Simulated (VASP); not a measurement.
A run of VASP 6.6.1 is set up as follows.

File INCAR:

```
  PREC = Accurate
  ENCUT = 520
  EDIFF = 1E-6
  ISMEAR = 0
  SIGMA = 0.1
  LREAL = False
  LASPH = True
  NELM = 100
  ALGO = Normal
  ISIF = 2
  LWAVE = False
  LCHARG = False
  GGA = PS
  NBANDS = 19
```

KPOINTS

```
Automatic mesh
0
Gamma
  6 6 6
```

File POSCAR:

```
Zn
1.0
    1.7027078821      0.9830588541      3.1574676246
   -1.7027078821      0.9830588541      3.1574676246
    0.0000000000     -1.9661177082      3.1574676246
Zn
2
Direct
    0.2275400000      0.2275400000      0.2275400000
    0.7724600000      0.7724600000      0.7724600000
```

Potentials or basis: VASP PAW PBE potentials, release 64 (Zn).

Command:

```bash
$ cat potpaw_PBE.64/Zn/POTCAR > POTCAR
$ mpirun -np 1 vasp_std > vasp.out
```

Task: What does it give for the band gap on the k mesh?

Result: None (metal or under the smearing width).

Task: Predict the largest force.

Result: 2.220 eV/Å.

Stress tensor (GPa, compression positive):
```
13.58  0.00  0.00
 0.00 13.58  0.00
 0.00  0.00 10.14
```

Caveat: the k mesh is coarse (spacing up to 0.37 Å⁻¹), so the values aren't converged; the PAW data sets were made with another functional, which shifts forces and pressure a little.
